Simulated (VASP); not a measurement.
## Pb under changes of volume

One of the cells (29.900 Å³/atom); the others are scaled copies at fixed shape and fractional positions:

```
Pb
1.0
     3.50305    0.00000    0.00000
    -1.75152    3.03373    0.00000
     0.00000    0.00000    5.62702
Pb
2
Direct
  0.66667 0.33333 0.75000
  0.33333 0.66667 0.25000
```

This isn't the form of Pb at room conditions, which is fcc.

```yaml
Program: VASP 6.6.1
Functional: PBEsol
Potentials_or_basis: VASP PAW PBE potentials, release 64 (Pb_d)
Cutoff: 520 eV
k_mesh: 9 × 9 × 5
Occupations: fermi-dirac, width 0.05 eV
Spin: no spin polarisation
```

```tsv
volume (Å³/atom)	energy over the lowest point (meV/atom)	pressure (GPa)
27.555	?	?
28.141	17.46	3.3
28.727	7.56	2.0
29.900	0.00	0.0
30.486	1.29	-0.8
31.073	5.36	-1.5
```

Question: What does the run at 27.555 Å³/atom give?

Answer: Energy over the lowest point 32.21 meV/atom; pressure 4.6 GPa.

Worked out: A Birch-Murnaghan fit of order 3 (a polynomial in V^(-2/3)) to the other rows has its minimum at 29.94 Å³/atom with B0 = V·E''(V) = 44 GPa and B' = 6.4 at fixed shape and positions, which overstates the stiffness. It gives 32.28 meV/atom at 27.555 Å³/atom, against the run's 32.21, and -dE/dV = 4.8 GPa, against 4.6.

Energies are extrapolated to zero smearing.

Caveats: the PAW data sets were made with another functional, which shifts forces and pressure a little.
